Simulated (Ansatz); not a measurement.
Runs of Ansatz 0.2.0 on LiF (Griceite). It takes space group Fm-3m (No. 225, cubic). The conventional cell has a = 4.028 Å, b = 4.028 Å, c = 4.028 Å, α = 90.00°, β = 90.00°, γ = 90.00°. F (site symmetry m-3m) has 6 Li at 2.01 Å as nearest neighbours. Around Li (site symmetry m-3m) lie 6 F at 2.01 Å. 

| task | level | cutoff (eV) | points for each segment of the path | gap on the mesh (eV) | pressure (GPa) | V0 of scaled cells (Å³/atom) | B0 (GPa) |
| --- | --- | --- | --- | --- | --- | --- | --- |
| band structure | r2SCAN | 500 | 14 | 10.06 | (b) | - | - |
| equation of state | PBEsol | 420 | - | - | - | (c) | (a) |
| band structure | LDA | 420 | 14 | 8.84 | -6.5 | - | - |
| equation of state | r2SCAN | 500 | - | - | - | 7.94 | 77 |

Alike in all rows: potentials or basis Ansatz PAW; no spin polarisation; cell as given; k mesh 11 × 11 × 11; smearing fermi-dirac 0.05 eV.

Question: Estimate the missing entries.

Answer: (a) 71; (b) -2.1; (c) 8.05.

Caveats: the PAW data sets come from PBE, with cores solved anew for the run's functional, which leaves a small shift of forces and pressure (some runs); the PAW data sets were made with another functional, which shifts forces and pressure a little (some runs).

Runs at the PBE level aren't shown here.
